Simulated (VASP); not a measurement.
Set up this calculation in VASP 6.6.1, as the native input.

| Quantity | Value |
| --- | --- |
| Task | relaxation of cell and atoms |
| Functional | PBEsol |
| Potentials or basis | VASP PAW PBE potentials, release 64 (B, P) |
| Cutoff | 600 eV |
| k mesh | 10 × 10 × 10 |
| Occupations | gaussian, width 0.02 eV |
| Spin | no spin polarisation |
| Further INCAR settings | ALGO = Normal; EDIFF = 1e-07; IBRION = 2; EDIFFG = -0.005; NSW = 90; ISIF = 3 |

The structure of BP lies in POSCAR:

```
BP
1.0
    0.0000000000      2.2660723800      2.2660723800
    2.2660723800      0.0000000000      2.2660723800
    2.2660723800      2.2660723800      0.0000000000
B P
1 1
Direct
    0.0000000000      0.0000000000      0.0000000000
    0.7500000000      0.7500000000      0.7500000000
```

The cell is a database's computed one.

The input as run:

INCAR

```
ALGO = Normal ; EDIFF = 1E-7
EDIFFG = -0.005 ; ENCUT = 600
GGA = PS ; IBRION = 2
ISIF = 3 ; ISMEAR = 0
LASPH = True ; LCHARG = False
LREAL = False ; LWAVE = False
NELM = 100 ; NSW = 90
PREC = Accurate ; SIGMA = 0.02
```

KPOINTS

```
k-points
0
Gamma
  10 10 10
```

Potentials or basis: VASP PAW PBE potentials, release 64 (B, P).

The run is started by

```sh
$ cat potpaw_PBE.64/B/POTCAR potpaw_PBE.64/P/POTCAR > POTCAR
$ mpirun -np 1 vasp_std > vasp.out
```

Results of the run:

```yaml
Relaxed_volume: 11.55 Å³/atom
Relaxed_cell: a = 3.197 Å, b = 3.197 Å, c = 3.197 Å, α = 60.00°, β = 60.00°, γ = 60.00°
Space_group_after_relaxing_to_0.05_Å: F-43m (No. 216)
Energy_gained_by_relaxing: 0.3 meV/atom
Ionic_steps: 3
Pressure_after_relaxing: 0.0 GPa
Band_gap_on_the_k_mesh: 1.12 eV, indirect (least direct gap 3.37 eV)
```

Caveat: the PAW data sets were made with another functional, which shifts forces and pressure a little.

Wall time 21 s on 1 thread of Intel(R) Xeon(R) Platinum 8488C (Sapphire Rapids), on a shared host, peak memory 0.15 GiB.
